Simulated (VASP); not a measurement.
Here is a VASP 6.6.1 calculation.

Contents of INCAR:

```
SYSTEM = CdO
ALGO = Normal
EDIFF = 1E-7
EDIFFG = -0.005
ENCUT = 600
GGA = CA
IBRION = 2
ISIF = 3
ISMEAR = 0
LASPH = .TRUE.
LCHARG = .FALSE.
LREAL = .FALSE.
LWAVE = .FALSE.
NELM = 80
NSW = 90
PREC = Accurate
SIGMA = 0.03
```

The input KPOINTS:

```
k-points
0
G
  12 12 12
  0 0 0
```

The input POSCAR:

```
CdO                                     
1.0
    0.0000000000      2.3260827744      2.3260827744
    2.3260827744      0.0000000000      2.3260827744
    2.3260827744      2.3260827744     -0.0000000000
  Cd              O             
     1     1
Direct
     0.0000000000000000    0.0000000000000000    0.0000000000000000
     0.5000000000000000    0.5000000000000000    0.5000000000000000
```

Potentials or basis: VASP PAW LDA potentials, release 64 (Cd, O).

The run is started by

```bash
$ cat potpaw_LDA.64/Cd/POTCAR potpaw_LDA.64/O/POTCAR > POTCAR
$ mpirun -np 1 vasp_std > vasp.out
```

What does it give for the band gap on the k mesh?

None (metal or under the smearing width).

Final structure:
```
Cd O
1.0
     0.00000    2.32608    2.32608
     2.32608    0.00000    2.32608
     2.32608    2.32608    0.00000
Cd O
1 1
Direct
  0.00000 0.00000 0.00000
  0.50000 0.50000 0.50000
```

Caveat: the relaxation stopped at its first step, so nothing moved; this crystal is a semiconductor, whose small gap the functional closes, so the metal is an error of the method.
